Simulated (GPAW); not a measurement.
# LiCl (Fm-3m) in GPAW: convergence with smearing width (eV)

Aim: find how far smearing width (eV) must go before the results for LiCl settle, at PBE. This setting moves, with any that are tied to it; all else stays.

All numbers are computed with GPAW 26.7.0; they aren't measurements. Logs are shortened: lines on timing, memory, paths and dates and some standing lists are left out, and cuts for length are marked. The log counts tension as positive stress, the text compression.

## Step 1: The structure

It takes space group Fm-3m (No. 225, cubic). Conventional cell: a = 5.130 Å, b = 5.130 Å, c = 5.130 Å, α = 90.00°, β = 90.00°, γ = 90.00°. Cl (site symmetry m-3m) has 6 Li at 2.56 Å as nearest neighbours. Around Li (site symmetry m-3m) lie 6 Cl at 2.56 Å.

## Step 2: With smearing width (eV) 0.5

run.py reads:

```python
from ase.dft.bandgap import bandgap
from ase.io import read, write
from ase.units import GPa
from gpaw import GPAW, PW

atoms = read('LiCl.xyz')

calc = GPAW(mode=PW(800),
            xc='PBE',
            kpts={'size': (9, 9, 9), 'gamma': True},
            occupations={'name': 'fermi-dirac', 'width': 0.5},
            nbands=11,
            convergence={'density': 1e-05, 'energy': 1e-05},
            maxiter=100,
            txt='gpaw.txt')
atoms.calc = calc
energy = atoms.get_potential_energy()
forces = atoms.get_forces()
stress = atoms.get_stress()
calc.write('gs.gpw')
write('result.traj', atoms)
print(f'Energy: {energy:.6f} eV')
print('Forces (eV/A):')
print(forces.round(4))
print('Stress (GPa):', (stress / GPa).round(3))
print('Fermi level:', round(calc.get_fermi_level(), 4), 'eV')
print(f'Gap: {bandgap(calc)[0]:.4f} eV, direct: {bandgap(calc, direct=True)[0]:.4f} eV')
```

LiCl.xyz reads:

```xyz
2
Lattice="0.0000000000 2.5647700000 2.5647700000 2.5647700000 0.0000000000 2.5647700000 2.5647700000 2.5647700000 0.0000000000" Properties=species:S:1:pos:R:3 pbc="T T T"
Cl     2.5647700000      2.5647700000      2.5647700000
Li     0.0000000000      0.0000000000      0.0000000000
```

Potentials or basis: GPAW PAW data sets (gpaw-data 1.2.1), pw.

Started as:

```bash
$ OMP_NUM_THREADS=1 python run.py
```

It took 12 s on 1 thread of Arm Neoverse V1, shared host; peak memory 0.16 GiB.

What came out:

```yaml
Free_energy: -7.3541 eV
Pressure: 0.5 GPa
Band_gap_on_the_k_mesh: 6.32 eV, direct
```

## Step 3: With smearing width (eV) 0.3

run.py, as its differences from that of step 2:

```diff
@@ -10,3 +10,3 @@
             kpts={'size': (9, 9, 9), 'gamma': True},
-            occupations={'name': 'fermi-dirac', 'width': 0.5},
+            occupations={'name': 'fermi-dirac', 'width': 0.3},
             nbands=11,
```

LiCl.xyz is that of step 2.

Potentials or basis: GPAW PAW data sets (gpaw-data 1.2.1), pw.

Started as:

```bash
$ OMP_NUM_THREADS=1 python run.py
```

It took 12 s on 1 thread of Arm Neoverse V1, shared host; peak memory 0.16 GiB.

What came out:

| Item | Value |
| --- | --- |
| Free energy | -7.3534 eV |
| Pressure | 0.5 GPa |
| Band gap on the k mesh | 6.32 eV, direct |

## Step 4: With smearing width (eV) 0.2

run.py, as its differences from that of step 3:

```diff
@@ -10,3 +10,3 @@
             kpts={'size': (9, 9, 9), 'gamma': True},
-            occupations={'name': 'fermi-dirac', 'width': 0.3},
+            occupations={'name': 'fermi-dirac', 'width': 0.2},
             nbands=11,
```

LiCl.xyz is that of step 3.

Started as:

```bash
$ OMP_NUM_THREADS=1 python run.py
```

Wall time 12 s (1 thread of Arm Neoverse V1, shared host); peak memory 0.16 GiB.

It converged, with:

```
Free energy            : -7.3534 eV
Pressure               : 0.5 GPa
Band gap on the k mesh : 6.32 eV, direct
```

## Step 5: With smearing width (eV) 0.15

run.py, as its differences from that of step 4:

```diff
@@ -10,3 +10,3 @@
             kpts={'size': (9, 9, 9), 'gamma': True},
-            occupations={'name': 'fermi-dirac', 'width': 0.2},
+            occupations={'name': 'fermi-dirac', 'width': 0.15},
             nbands=11,
```

LiCl.xyz is that of step 4.

Started as:

```bash
$ OMP_NUM_THREADS=1 python run.py
```

It took 12 s on 1 thread of Arm Neoverse V1, shared host; peak memory 0.15 GiB.

It converged, with:

- Free energy: -7.3534 eV
- Pressure: 0.5 GPa
- Band gap on the k mesh: 6.32 eV, direct

## Step 6: With smearing width (eV) 0.1

run.py, as its differences from that of step 5:

```diff
@@ -10,3 +10,3 @@
             kpts={'size': (9, 9, 9), 'gamma': True},
-            occupations={'name': 'fermi-dirac', 'width': 0.15},
+            occupations={'name': 'fermi-dirac', 'width': 0.1},
             nbands=11,
```

LiCl.xyz is that of step 5.

Potentials or basis: GPAW PAW data sets (gpaw-data 1.2.1), pw.

Started as:

```bash
$ OMP_NUM_THREADS=1 python run.py
```

It took 12 s on 1 thread of Arm Neoverse V1, shared host; peak memory 0.16 GiB.

It converged, with:

| Quantity | Value |
| --- | --- |
| Free energy | -7.3534 eV |
| Pressure | 0.5 GPa |
| Band gap on the k mesh | 6.32 eV, direct |

## Step 7: With smearing width (eV) 0.05

run.py, as its differences from that of step 6:

```diff
@@ -10,3 +10,3 @@
             kpts={'size': (9, 9, 9), 'gamma': True},
-            occupations={'name': 'fermi-dirac', 'width': 0.1},
+            occupations={'name': 'fermi-dirac', 'width': 0.05},
             nbands=11,
```

LiCl.xyz is that of step 6.

Started as:

```bash
$ OMP_NUM_THREADS=1 python run.py
```

Run time: 12 s. Hardware: 1 thread of Arm Neoverse V1, shared host; peak memory 0.16 GiB.

It converged, with:

| Property | Result |
| --- | --- |
| Free energy | -7.3534 eV |
| Pressure | 0.5 GPa |
| Band gap on the k mesh | 6.32 eV, direct |

## Step 8: With smearing width (eV) 0.025

run.py, as its differences from that of step 7:

```diff
@@ -10,3 +10,3 @@
             kpts={'size': (9, 9, 9), 'gamma': True},
-            occupations={'name': 'fermi-dirac', 'width': 0.05},
+            occupations={'name': 'fermi-dirac', 'width': 0.025},
             nbands=11,
```

LiCl.xyz is that of step 7.

Started as:

```bash
$ OMP_NUM_THREADS=1 python run.py
```

Wall time 12 s (1 thread of Arm Neoverse V1, shared host); peak memory 0.15 GiB.

Results (log left out):

```
Free energy            : -7.3534 eV
Pressure               : 0.5 GPa
Band gap on the k mesh : 6.32 eV, direct
```

## Step 9: With smearing width (eV) 0.01

run.py, as its differences from that of step 8:

```diff
@@ -10,3 +10,3 @@
             kpts={'size': (9, 9, 9), 'gamma': True},
-            occupations={'name': 'fermi-dirac', 'width': 0.025},
+            occupations={'name': 'fermi-dirac', 'width': 0.01},
             nbands=11,
```

LiCl.xyz is that of step 8.

Potentials or basis: GPAW PAW data sets (gpaw-data 1.2.1), pw.

Started as:

```bash
$ OMP_NUM_THREADS=1 python run.py
```

gpaw.txt:

```text
__  _  _
 | _ |_)|_||  |
 |__||  | ||/\| - 26.7.0

Input parameters:
  mode=PW(ecut=800.0),
  convergence={'density': 1e-05, 'energy': 1e-05},
  kpts=MonkhorstPack(size=(9, 9, 9), gamma=True),
  maxiter=100,
  nbands=11,
  occupations=Occupations(name='fermi-dirac', width=0.01),
  xc=XC(name='PBE')

Diagonalizing LCAO Hamiltonian
Converting LCAO to pw mode

               Cl

       Li

Atoms  # Å, Bohr magnetons
|   | symbol |        x |        y |        z |    initial magnetic moments |
|---|--------|----------|----------|----------|-----------------------------|
| 0 |     Cl | 2.564770 | 2.564770 | 2.564770 | ( 0.0000,  0.0000,  0.0000) |
| 1 |     Li | 0.000000 | 0.000000 | 0.000000 | ( 0.0000,  0.0000,  0.0000) |

Unit cell  # Å
| periodic |        x |        y |        z |  lengths |    angles |
|----------|----------|----------|----------|----------|-----------|
|      yes | 0.000000 | 2.564770 | 2.564770 | 3.627133 | 60.000000 |
|      yes | 2.564770 | 0.000000 | 2.564770 | 3.627133 | 60.000000 |
|      yes | 2.564770 | 2.564770 | 0.000000 | 3.627133 | 60.000000 |

Number of symmetries: 48
Symmetry operations  # r_c * U_cc + t_c -> r_c
|    | kind |            matrix            |
|----|------|------------------------------|
|  0 |  σ   |  1, 0, 0,  1, 0,-1,  1,-1, 0 |
|  1 |  C2  |  1, 0, 0,  1,-1, 0,  1, 0,-1 |
|  2 |  E   |  1, 0, 0,  0, 1, 0,  0, 0, 1 |
|  3 |  σ   |  1, 0, 0,  0, 0, 1,  0, 1, 0 |
|  4 |  C4  |  1, 0,-1,  1, 0, 0,  1,-1, 0 |
|  5 |  S6  |  1, 0,-1,  1,-1, 0,  1, 0, 0 |
|  6 |  σ   |  1, 0,-1,  0, 1,-1,  0, 0,-1 |
|  7 |  C3  |  1, 0,-1,  0, 0,-1,  0, 1,-1 |
|  8 |  S6  |  1,-1, 0,  1, 0, 0,  1, 0,-1 |
|  9 |  C4  |  1,-1, 0,  1, 0,-1,  1, 0, 0 |
| 10 |  C3  |  1,-1, 0,  0,-1, 1,  0,-1, 0 |
| 11 |  σ   |  1,-1, 0,  0,-1, 0,  0,-1, 1 |
| 12 |  σ   |  0, 1, 0,  1, 0, 0,  0, 0, 1 |
| 13 |  C4  |  0, 1, 0,  0, 1,-1, -1, 1, 0 |
| 14 |  C3  |  0, 1, 0,  0, 0, 1,  1, 0, 0 |
| 15 |  S6  |  0, 1, 0, -1, 1, 0,  0, 1,-1 |
| 16 |  C2  |  0, 1,-1,  1, 0,-1,  0, 0,-1 |
| 17 |  σ   |  0, 1,-1,  0, 1, 0, -1, 1, 0 |
| 18 |  S4  |  0, 1,-1,  0, 0,-1,  1, 0,-1 |
| 19 |  C4  |  0, 1,-1, -1, 1, 0,  0, 1, 0 |
| 20 |  C3  |  0, 0, 1,  1, 0, 0,  0, 1, 0 |
| 21 |  σ   |  0, 0, 1,  0, 1, 0,  1, 0, 0 |
[... 138 lines left out ...]

occupation numbers:
  Fermi-Dirac:
    width: 0.0100  # eV

poisson solver:
  ecut: 6400.0  # eV

xc functional:
  name: PBE with 2 nearest neighbor stencil

convergence criteria:
- Maximum integral of absolute [dens]ity change: 1e-05 electrons / valence electron
- Maximum [total energy] change in last 3 cyles: 1e-05 eV / valence electron
- Maximum integral of absolute [eigenst]ate change: 4e-08 eV^2 / valence electron
maximum number of iterations: 100

SCF iterations
|iter     | |      energy | eigst |  dens |
|---------|-|-------------|-------|-------|
|iter:   1| |   -7.345181 | -0.71 |       |
|iter:   2| |   -7.344594 | -2.70 | -1.29 |
|iter:   3| |   -7.349463 | -2.70 | -1.31 |
|iter:   4| |   -7.353002 | -3.96 | -1.85 |
|iter:   5| |   -7.353391 | -4.71 | -2.43 |
|iter:   6| |   -7.353402 | -5.82 | -3.24 |
|iter:   7| |   -7.353403c| -7.60c| -4.04 |
|iter:   8| |   -7.353403c| -8.16c| -5.10c|

Converged in 8 steps
Energy contributions relative to reference atoms: (reference = -12757.737216)

Energy contributions:
  Kinetic:           7.802603
  Coulomb:          -8.183514
  Zero:              0.072481
  External:          0.000000
  Xc:               -7.044972
  Entropy:          -0.000000
  Spinorbit:         0.000000
  ----------------------------
  Free energy:      -7.353403
  Extrapolated:     -7.353403

dipole moment: (-2.953853, -2.953853, -2.953853)  # |e|*Ang

Fermi level: 3.608
Eigenvalues  # (at kpt = [0.000, 0.000, 0.000])
| band index |      eig [eV] | occ [0-2] |
|------------|---------------|-----------|
|          0 |       -12.656 |     2.000 |
|          1 |         0.748 |     2.000 |
|          2 |         0.748 |     2.000 |
|          3 |         0.748 |     2.000 |
|          4 |         7.068 |     0.000 |
|          5 |        12.570 |     0.000 |
|          6 |        12.570 |     0.000 |
|          7 |        12.571 |     0.000 |
|          8 |        15.311 |     0.000 |
|          9 |        15.311 |     0.000 |
|         10 |        15.311 |     0.000 |

Gap: 6.320 eV
Transition (v -> c):
  (s=0, k=0, n=3, [0.00, 0.00, 0.00]) -> (s=0, k=0, n=4, [0.00, 0.00, 0.00])
No difference between direct/indirect transitions

Forces  # eV/Ang
|        x |        y |        z |
|----------|----------|----------|
| -0.00000 | -0.00000 | -0.00000 |  # Cl   0
|  0.00000 |  0.00000 |  0.00000 |  # Li   1

Stress tensor  # eV/Ang^3
|         x |         y |         z |
|-----------|-----------|-----------|
| -0.003155 |  0.000000 |  0.000000 |
|  0.000000 | -0.003155 |  0.000000 |
|  0.000000 |  0.000000 | -0.003155 |

# Writing to gs.gpw (mode='')
```

Run time: 12 s. Hardware: 1 thread of Arm Neoverse V1, shared host; peak memory 0.16 GiB.

Results:

- Free energy: -7.3534 eV
- Pressure: 0.5 GPa
- Band gap on the k mesh: 6.32 eV, direct

## Step 10: The series at a glance

| smearing width (eV) | energy less the tightest run, at zero smearing (meV/atom) | SCF cycles | CPU time (s) | peak memory (GiB) |
| --- | --- | --- | --- | --- |
| 0.5 | 1.21 | 8 | 12 | 0.16 |
| 0.3 | 0.01 | 8 | 12 | 0.16 |
| 0.2 | 0.00 | 8 | 12 | 0.16 |
| 0.15 | 0.00 | 8 | 12 | 0.15 |
| 0.1 | 0.00 | 8 | 12 | 0.16 |
| 0.05 | 0.00 | 8 | 12 | 0.16 |
| 0.025 | 0.00 | 8 | 12 | 0.15 |
| 0.01 | 0.00 | 8 | 12 | 0.16 |

Against the tightest run, the energy stays within 1 meV/atom from 0.3 on. The tightest run that finished is the yardstick and may itself not be fully converged.

Caveats: an odd mesh through Γ misses points on the zone boundary, where band edges often lie.
